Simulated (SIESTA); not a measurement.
MgO:

```xyz
2
Lattice="2.9380 0.0000 0.0000 -1.4690 2.5444 0.0000 0.0000 0.0000 2.6797" Properties=species:S:1:pos:R:3 pbc="T T T"
Mg    0.0000    0.0000    0.0000
O     0.0000    1.6963    1.3398
```

Measurements of this composition are mostly on another form, of space group No. 225.

Base run:

| Quantity | Value |
| --- | --- |
| Program | SIESTA 5.4.2 |
| Functional | PBEsol |
| Potentials or basis | PseudoDojo 0.4 standard (PBEsol files) |
| Basis | DZP (energy shift 0.003 Ry; two zetas on semicore shells) |
| Grid cutoff | 800 Ry |
| Energy shift | 0.003 Ry |
| k mesh | 10 × 10 × 10 |
| Occupations | fermi-dirac, width 0.05 eV |
| Spin | no spin polarisation |

Its results: band gap on the k mesh 2.89 eV, indirect (least direct gap 3.31 eV); pressure -0.7 GPa.

Question: The run is repeated on the same cell with these changes: functional from PBEsol to LDA; potentials or basis from PseudoDojo 0.4 standard (PBEsol files) to PseudoDojo 0.4 standard (LDA files). What comes out?

Answer: Band gap on the k mesh 2.92 eV, indirect (least direct gap 3.34 eV); pressure -5.9 GPa.

Caveats: the basis of atomic orbitals isn't converged, which shifts pressures, moduli and gaps.
